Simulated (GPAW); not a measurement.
Runs of GPAW 26.7.0 on LiCl. Symmetry: Fm-3m, No. 225, cubic system. Conventional cell: a = 5.130 Å, b = 5.130 Å, c = 5.130 Å, α = 90.00°, β = 90.00°, γ = 90.00°. Cl (site symmetry m-3m) is surrounded by 6 Li at 2.56 Å. Li (site symmetry m-3m) is surrounded by 6 Cl at 2.56 Å. 

```tsv
task	level	potentials or basis	cell	k mesh	smearing	eigensolver	optimizer	fmax	max steps	convergence	gap on the mesh (eV)	pressure (GPa)	V0 of scaled cells (Å³/atom)	relaxed volume (Å³/atom)	B0 (GPa)
relaxation of cell and atoms	BLYP+D3(BJ)	PAW data sets generated in the run's folder for this functional, pw	relaxed	9 × 9 × 9	fermi-dirac 0.05 eV	davidson	FIRE	0.02 eV/Å	40	density=1e-05 forces=0.0001	(b)	-0.1	-	15.50	-
equation of state	AM05	PAW data sets generated in the run's folder for this functional, pw	as given	7 × 7 × 7	fermi-dirac 0.05 eV	-	-	-	-	-	-	-	16.84	-	31
relaxation of cell and atoms	PBEsol+D3(BJ)	PAW data sets generated in the run's folder for this functional, pw	relaxed	9 × 9 × 9	fermi-dirac 0.05 eV	-	BFGS	0.05 eV/Å	40	density=1e-05 forces=0.0001	(a)	0.4	-	15.28	-
equation of state	PBEsol	PAW data sets generated in the run's folder for this functional, pw	as given	7 × 7 × 7	fermi-dirac 0.05 eV	-	-	-	-	-	-	-	(c)	-	35
single point	PBE	GPAW PAW data sets (gpaw-data 1.2.1), pw	the cell as VASP's run set it	9 × 9 × 9	gaussian 0.02 eV	-	-	-	-	-	6.32	0.5	-	-	-
band structure	LDA	the program's PAW data sets (release 1.2.1) made for this functional, pw	as given	7 × 7 × 7	fermi-dirac 0.05 eV	-	-	-	-	-	5.98	-2.8	-	-	-
relaxation of cell and atoms	BLYP	PAW data sets generated in the run's folder for this functional, pw	relaxed	9 × 9 × 9	fermi-dirac 0.05 eV	davidson	LBFGS	0.05 eV/Å	60	density=1e-05 forces=0.0001	6.18	0.1	-	17.73	-
band structure	BP86	PAW data sets generated in the run's folder for this functional, pw	as given	7 × 7 × 7	fermi-dirac 0.05 eV	-	-	-	-	-	6.34	0.8	-	-	-
band structure	RPBE+D4	the program's PAW data sets (release 1.2.1) made for this functional, pw	the cell as VASP's run set it	9 × 9 × 9	gaussian 0.01 eV	-	-	-	-	-	6.57	-0.6	-	-	-
relaxation of cell and atoms	revPBE+D4	the program's PAW data sets (release 1.2.1) made for this functional, pw	relaxed	9 × 9 × 9	fermi-dirac 0.05 eV	-	BFGS	0.05 eV/Å	60	density=1e-05 forces=0.0001	6.61	0.0	-	16.61	-
band structure	LDA	JTH PAW 2.0, LDA, pw	as given	7 × 7 × 7	fermi-dirac 0.05 eV	-	-	-	-	-	5.99	-3.0	-	-	-
relaxation of cell and atoms	PBEsol	PAW data sets generated in the run's folder for this functional, pw	relaxed	9 × 9 × 9	fermi-dirac 0.05 eV	-	FIRE	0.05 eV/Å	100	density=1e-05 forces=0.0001	6.27	-0.4	-	16.46	-
```

Alike in all rows: no spin polarisation; cutoff (eV) 800.

Question: Fill in the values left out.

Answer: (a) 6.68; (b) 7.01; (c) 16.29.

Caveats: an odd mesh through Γ misses points on the zone boundary, where band edges often lie (some runs); later steps reuse the first step's grids (some runs); the program truncates these outside data sets (some runs).

Not every run made on this cell is shown here.
